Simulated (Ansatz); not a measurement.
# Dielectric response of BaS (110) films, part 2 of 5

Aim: the electronic and static ε of rocksalt BaS (110) from films of several thicknesses in a field.

Ansatz 0.2.0; plane-wave DFT, PBEsol, Ansatz PAW.

So far. Step 2 (Relaxing the film, 10 atoms, units 5): The gap is 1.61 eV, with the valence edge 3.76 eV and the conduction edge 2.15 eV under the upper vacuum level.

### Step 3. The relaxed film, single point, 10 atoms, units 5

The film was relaxed beforehand; a single point on the relaxed positions gives its levels and potential.

Input file input.yaml:

```yaml
crystal:
  lattice:
    - [4.51841233, 0.0, 0.0]
    - [0.0, 6.39, 0.0]
    - [0.0, 0.0, 27.0368246636]
  atoms:
    - { symbol: Ba, position: [0.5, 0.5, 0.3405778137] }
    - { symbol: S, position: [0.5, 0.0, 0.3401836687] }
    - { symbol: Ba, position: [0.0, 0.0, 0.4154741113] }
    - { symbol: S, position: [0.0, 0.5, 0.415269321] }
    - { symbol: Ba, position: [0.5, 0.5, 0.4999999994] }
    - { symbol: S, position: [0.5, 0.0, 0.4999999991] }
    - { symbol: Ba, position: [0.0, 0.0, 0.5845258894] }
    - { symbol: S, position: [0.0, 0.5, 0.584730677] }
    - { symbol: Ba, position: [0.5, 0.5, 0.6594221909] }
    - { symbol: S, position: [0.5, 0.0, 0.6598163295] }
kpoints:
  mp_grid: { grid: [6, 4, 1] }
hamiltonian:
  xc: pbesol
scf:
  occupations: { method: fixed }
  convergence: { dr2_threshold: 1.0e-09 }
efield:
  axis: 3
  dipole_correction: true
  ramp_position: 0.97
  ramp_width: 0.06
output:
  eigenvalues: true
  write_potential: true
  write_density: true
  volumetric_format: npy
```

Command:

```
> ansatz run input.yaml --threads 4 --pin off --max-ram 8192MiB --backend cpu --events-out ev --progress --plain --runs-dir out
```

Numbers of over 12 decimals in the logs are rounded to 6 here.

The log of the run:

```text
[...]
Crystal: 10 atoms, lattice volume = 780.625 Å³
Basis set: ecut = 420 eV, 15261 PW (Γ)
Bands: 50, of which v1, the nominal top of the filled ones, is band 40 counted from 1 (39 counted from 0)
Symmetry: 4 space group operations
k-points: 12 of 24
[...]
SCF iter   1: F=—  HF=-33756.370862 eV  |F-HF|=—  |Δ(HF+E_count)|=         —  Δρ=2.58e-3  dr2=1.24e-1  ethr=1.77e-3  p=0.000 e·Å  D=1.97e-8 V/Å  ΔV_dip=-0.00 eV  dr2_dipole=7.47e-10  V_vac-E_F(+/−)=3.85/3.85 eV  ⟨swp⟩=7.8  Hψ=2909  notcnv=0  defer=96
[...]
SCF iter   9: F=-33756.342783 eV  HF=-33756.342783 eV  |F-HF|=1.89e-10  |Δ(HF+E_count)|=   9.18e-9  Δρ=2.39e-7  dr2=8.46e-10  ethr=1.25e-12  p=-0.000 e·Å  D=-4.62e-7 V/Å  ΔV_dip=0.00 eV  dr2_dipole=1.75e-11  V_vac-E_F(+/−)=3.76/3.76 eV  ⟨swp⟩=24.7  Hψ=4186  notcnv=0
SCF 1 converged in 9 iterations: F = -33756.342783 eV  dr2 = 8.46e-10
[...]
SCF converged after 9 iterations
Free energy (F): -33756.342783 eV
[...]
Internal energy: -33756.342783 eV  (E = F + TS)
E sigma→0 (E₀):  -33756.342783 eV
Fermi energy:    0.463548 eV
Dipole field:    D = 0.000002 V/Å  (p = 0.000010 e·Å, saw-weighted, corrected)
Work function:   Φ+ = 3.7638 eV   Φ− = 3.7639 eV
[...]
--- Band table (eV; the first three rows and the last of 12) ---
  k-point 0: bands = [... 36 lower, 0.0781, 0.2049, 0.2475, 0.4635, 2.0750, 2.6040, 2.8797, 3.1646, ... 6 higher]
  k-point 1: bands = [... 36 lower, -0.2799, 0.1471, 0.1909, 0.4004, 2.1542, 2.7907, 3.0005, 3.2052, ... 6 higher]
  k-point 2: bands = [... 36 lower, -0.3268, 0.0931, 0.1356, 0.3429, 2.2539, 2.9636, 3.1340, 3.2610, ... 6 higher]
  k-point 11: bands = [... 36 lower, -0.3197, -0.1121, 0.0347, 0.0695, 3.5244, 3.5494, 3.9075, 3.9170, ... 6 higher]
```

Elapsed: 24 s, on 4 threads of Intel Xeon at 2.70GHz, shared host; peak memory 1.4 GiB; 89 s of CPU time.

The column dr2 measures how far the density is from self-consistency, as an energy; F and HF (Harris–Foulkes) agree once it is small.

Numbers from this step:

```
dipole along the normal : 1.03e-5 e·Å
```

Running mean over 2.259 Å of the planar mean; the ramp of the sawtooth is left out. The electron's electrostatic potential energy less the highest filled level by z:

```
z (Å)  electron's electrostatic potential energy less the highest filled level (eV)
  3.5                                                                          3.76
  4.0                                                                          3.76
  4.5                                                                          3.76
  5.0                                                                          3.76
  5.5                                                                          3.76
  6.0                                                                          3.74
  6.5                                                                          3.68
  7.0                                                                          3.47
  7.5                                                                          2.63
  8.0                                                                         0.846
  8.5                                                                         -1.08
  9.0                                                                         -2.28
  9.5                                                                         -2.92
 10.0                                                                         -3.38
 10.5                                                                         -3.35
 11.0                                                                         -2.91
 11.5                                                                         -2.58
 12.0                                                                         -2.48
 12.5                                                                         -2.47
 13.0                                                                         -2.53
 13.5                                                                         -2.58
 14.0                                                                         -2.54
 14.5                                                                         -2.48
 15.0                                                                         -2.47
 15.5                                                                         -2.57
 16.0                                                                         -2.87
 16.5                                                                         -3.33
 17.0                                                                         -3.39
 17.5                                                                         -2.97
 18.0                                                                         -2.33
 18.5                                                                         -1.20
 19.0                                                                         0.698
 19.5                                                                          2.52
 20.0                                                                          3.44
 20.5                                                                          3.67
 21.0                                                                          3.74
 21.5                                                                          3.76
 22.0                                                                          3.76
 22.5                                                                          3.76
 23.0                                                                          3.76
 23.5                                                                          3.76
```

The gap is 1.61 eV, with the valence edge 3.76 eV and the conduction edge 2.15 eV under the upper vacuum level.

### Step 4. Single point, 10 atoms, units 5, field 0.1 V/Å

A sawtooth potential applies the field, turning back in the middle of the vacuum. With the dipole correction the typed value is the field outside the slab. The induced dipole is small, so the SCF threshold is tight.

input.yaml: that of step 3 with these lines changed.

```diff
@@ -22,3 +22,3 @@
   occupations: { method: fixed }
-  convergence: { dr2_threshold: 1.0e-09 }
+  convergence: { dr2_threshold: 1.0e-10 }
 efield:
@@ -28,4 +28,4 @@
   ramp_width: 0.06
+  amplitude: 0.1
 output:
-  eigenvalues: true
   write_potential: true
```

The log of the run:

```text
[...]
Crystal: 10 atoms, lattice volume = 780.625 Å³
Basis set: ecut = 420 eV, 15261 PW (Γ)
Bands: 50, of which v1, the nominal top of the filled ones, is band 40 counted from 1 (39 counted from 0)
Symmetry: 4 space group operations
k-points: 12 of 24
[...]
SCF iter   1: F=—  HF=-33760.802151 eV  |F-HF|=—  |Δ(HF+E_count)|=         —  Δρ=2.28e-2  dr2=1.42e1  ethr=3.10e-3  p=0.190 e·Å  D=4.41e-2 V/Å  ΔV_dip=-1.19 eV  dr2_dipole=3.23e-3  V_vac-E_F(+/−)=9.54/8.25 eV  ⟨swp⟩=7.5  Hψ=3008  notcnv=0  defer=97
[...]
SCF iter  13: F=-33756.350495 eV  HF=-33756.350495 eV  |F-HF|=6.55e-11  |Δ(HF+E_count)|=  5.97e-10  Δρ=6.74e-8  dr2=3.00e-11  ethr=1.00e-12  p=0.154 e·Å  D=3.58e-2 V/Å  ΔV_dip=-0.97 eV  dr2_dipole=1.38e-14  V_vac-E_F(+/−)=4.47/2.96 eV  ⟨swp⟩=24.5  Hψ=3828  notcnv=0
SCF 1 converged in 13 iterations: F = -33756.350495 eV  dr2 = 3.00e-11
[...]
SCF converged after 13 iterations
[...]
Free energy (F): -33756.350495 eV
[...]
Internal energy: -33756.350495 eV  (E = F + TS)
E sigma→0 (E₀):  -33756.350495 eV
Fermi energy:    0.481314 eV
Dipole field:    D = 0.035755 V/Å  (p = 0.154248 e·Å, saw-weighted, corrected)
Work function:   not extracted (applied field tilts the vacuum); planar V_es + V_field profile in the machine report
[...]
--- Band table (eV; the first three rows and the last of 12) ---
  k-point 0: bands = [... 36 lower, 0.1483, 0.1863, 0.2563, 0.4813, 2.0711, 2.5279, 2.9375, 3.1626, ... 6 higher]
  k-point 1: bands = [... 36 lower, -0.2888, 0.1282, 0.2004, 0.4185, 2.1504, 2.6997, 3.0764, 3.2041, ... 6 higher]
  k-point 2: bands = [... 36 lower, -0.3358, 0.0740, 0.1453, 0.3612, 2.2500, 2.8697, 3.2148, 3.2625, ... 6 higher]
  k-point 11: bands = [... 36 lower, -0.3425, -0.0898, -0.0361, 0.1385, 3.4145, 3.6553, 3.9003, 3.9084, ... 6 higher]
```

Wall time 26 s (4 threads); peak memory 1.4 GiB; 97 s of CPU time.

Numbers from this step:

| Property | Result |
| --- | --- |
| gap on the k-mesh | 1.589 eV |
| dipole along the normal | 0.1542 e·Å |

The dipole is 0.154 e·Å, and the gap on the mesh 1.589 eV.

### Step 5. Single point, 10 atoms, units 5, field -0.1 V/Å

input.yaml: that of step 4 with these lines changed.

```diff
@@ -28,3 +28,3 @@
   ramp_width: 0.06
-  amplitude: 0.1
+  amplitude: -0.1
 output:
```

The log of the run:

```text
[...]
Crystal: 10 atoms, lattice volume = 780.625 Å³
Basis set: ecut = 420 eV, 15261 PW (Γ)
Bands: 50, of which v1, the nominal top of the filled ones, is band 40 counted from 1 (39 counted from 0)
Symmetry: 4 space group operations
k-points: 12 of 24
[...]
k-point 0: bands = [... 36 lower, 0.1483, 0.1863, 0.2563, 0.4813, 2.0711, 2.5279, 2.9375, 3.1626, ... 6 higher]
  k-point 1: bands = [... 36 lower, -0.2888, 0.1282, 0.2004, 0.4185, 2.1504, 2.6997, 3.0764, 3.2041, ... 6 higher]
  k-point 2: bands = [... 36 lower, -0.3358, 0.0740, 0.1453, 0.3612, 2.2500, 2.8697, 3.2148, 3.2625, ... 6 higher]
  k-point 11: bands = [... 36 lower, -0.3425, -0.0898, -0.0361, 0.1385, 3.4145, 3.6553, 3.9003, 3.9084, ... 6 higher]
[key lines of the parts left out:]
SCF converged after 13 iterations
Free energy (F): -33756.350495 eV
Fermi energy:    0.481314 eV
Dipole field:    D = -0.035755 V/Å  (p = -0.154248 e·Å, saw-weighted, corrected)
```

Wall time 29 s (4 threads); peak memory 1.4 GiB; 1.8 min of CPU time.

The dipole is -0.154 e·Å, and the gap on the mesh 1.589 eV.

### Step 6. Response with the atoms held, 10 atoms, units 5

This step: plane-wave DFT, PBEsol, Ansatz PAW; response to a field along the normal, atoms held (Ansatz 0.2.0).

The two fields give this film's response with the atoms held: the electronic part.

This step gave:

- equivalent conductor thickness p/(ε₀AE): 9.667 Å
- distance between the outer atoms: 8.642 Å
- thickness: 11.30 Å
- inner field over outer field: 0.2103
- local ε in the middle: 4.754

Local field over the applied field, running mean. From the potentials at -0.1 and 0.1 V/Å; running mean over 2.259 Å, taken twice. The local field over applied field by z:

```
z (Å)  local field over applied field
  4.5                           0.994
  5.0                           0.986
  5.5                           0.968
  6.0                           0.932
  6.5                           0.868
  7.0                           0.771
  7.5                           0.644
  8.0                           0.501
  8.5                           0.364
  9.0                           0.255
  9.5                           0.185
 10.0                           0.154
 10.5                           0.155
 11.0                           0.171
 11.5                           0.190
 12.0                           0.204
 12.5                           0.210
 13.0                           0.211
 13.5                           0.210
 14.0                           0.211
 14.5                           0.210
 15.0                           0.205
 15.5                           0.191
 16.0                           0.173
 16.5                           0.156
 17.0                           0.153
 17.5                           0.181
 18.0                           0.248
 18.5                           0.355
 19.0                           0.490
 19.5                           0.634
 20.0                           0.763
 20.5                           0.862
 21.0                           0.929
 21.5                           0.966
 22.0                           0.985
 22.5                           0.993
```

Electrons, planar mean, per unit field. The induced electron density by z:

```
z (Å)  induced electron density (e/Å³ per V/Å)
  4.5                                   1.9e-5
  5.0                                   4.7e-5
  5.5                                   1.1e-4
  6.0                                   2.5e-4
  6.5                                   5.4e-4
  7.0                                  0.00112
  7.5                                  0.00205
  8.0                                  0.00294
  8.5                                  0.00206
  9.0                                   5.7e-4
  9.5                                   3.1e-4
 10.0                                  -4.3e-4
 10.5                                  -2.3e-4
 11.0                                  -3.1e-4
 11.5                                  -4.3e-4
 12.0                                  -5.5e-4
 12.5                                   5.0e-4
 13.0                                   5.3e-4
 13.5                                   1.0e-5
 14.0                                  -4.7e-4
 14.5                                  -5.8e-4
 15.0                                   5.1e-4
 15.5                                   4.4e-4
 16.0                                   3.2e-4
 16.5                                   2.2e-4
 17.0                                   4.3e-4
 17.5                                  -2.5e-4
 18.0                                  -5.5e-4
 18.5                                 -0.00190
 19.0                                 -0.00296
 19.5                                 -0.00213
 20.0                                 -0.00117
 20.5                                  -5.7e-4
 21.0                                  -2.6e-4
 21.5                                  -1.2e-4
 22.0                                  -5.0e-5
 22.5                                  -2.1e-5
```

By hand: between -0.1 and 0.1 V/Å the dipole changes by 0.3085 e·Å, a slope of 1.542 e·Å²/V. A perfect conductor of thickness t has p = ε₀AEt, so t = 180.95 × 1.542 / 28.873 = 9.67 Å (e/ε₀ = 180.95 V·Å, A in Å²).

The induced dipole is that of a conductor 9.67 Å thick.

[end of part 2 of 5]

[Logs are printed without paths, hosts, clocks, repeated set-up lines and the standing remarks that a program may print on its own settings, such as how far it seeks lower states.]

[Hosts, paths, dates, database ids (printed as entryN), source tags and the programs' standing remarks are cut or masked in the printed files.]

[Maps of the electrostatic potential energy from Ansatz leave out the sawtooth potential of an applied field or a dipole correction, so their vacuum need not be flat; planar profiles and work functions include it.]
